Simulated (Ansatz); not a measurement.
## Field gradients at the nuclei in SiO₂

The cell is a computed structure from the Materials Project (it need not be an observed phase), atoms as given.

```cif
data_SiO2
_symmetry_space_group_name_H-M 'Im-3m'
_symmetry_Int_Tables_number 229
_cell_length_a 9.8830
_cell_length_b 9.8830
_cell_length_c 9.8830
_cell_angle_alpha 90.000
_cell_angle_beta 90.000
_cell_angle_gamma 90.000
loop_
_atom_site_label
_atom_site_type_symbol
_atom_site_symmetry_multiplicity
_atom_site_Wyckoff_symbol
_atom_site_fract_x
_atom_site_fract_y
_atom_site_fract_z
Si Si 16 f 0.1569 0.1569 0.1569
O9 O 8 c 0.2500 0.2500 0.2500
O13 O 24 h 0.1889 0.1889 0.0000
```

One atom of each set is listed; the run and its k-mesh use a cell of 24 atoms with edges of 8.56, 8.56, 8.56 Å.

The numbers come from a DFT calculation in Ansatz (PBE, plane waves and PAW (field gradients read without the response of the frozen cores, which leaves them typically 4 to 6 % off), scalar-relativistic, 420 eV cutoff, Γ-centred 3×3×3 k-points, Fermi–Dirac smearing 0.02 eV).

V_zz is the principal component of the electric field gradient with the largest magnitude, η = (V_xx − V_yy)/V_zz and C_Q = eQV_zz/h.

¹⁷O: I = 5/2, Q = -25.58 mb. Quadrupole moments are those of Pyykkö's year-2017 table.

| site | atoms | first shell | V_xx, V_yy, V_zz (10²¹ V/m²) | η | C_Q (MHz) |
| --- | --- | --- | --- | --- | --- |
| Si | 8 | 4 O at 1.59–1.61 Å | 0.30, 0.30, -0.61 | 0.00 | – |
| O9 | 4 | 2 Si at 1.59 Å, angle 180° | -5.38, -5.38, 10.76 | 0.00 | -6.66 |
| O13 | 12 | 2 Si at 1.61 Å, angle 148° | -3.80, -5.90, 9.69 | 0.22 | -6.00 |

An axis of threefold or higher order runs through Si and O9, so V_zz lies along it and η is zero. At O13 V_zz runs parallel to the line that joins its two neighbours (within 1°).

Si has no stable isotope with a ground-state quadrupole moment in the table, so no C_Q is given.

The largest force is 0.3 eV/Å, so the atoms aren't at the calculated equilibrium and relaxing them would move these values.

Hardware: 1 thread of AMD EPYC 9R14 (Zen 4) (x86_64; 16 cores open to the job, memory cap 3.0 GiB, no GPU), a shared host with a load of 0.2 a core. Wall time 9 s, CPU time 8.9 s, peak memory 0.73 GiB.
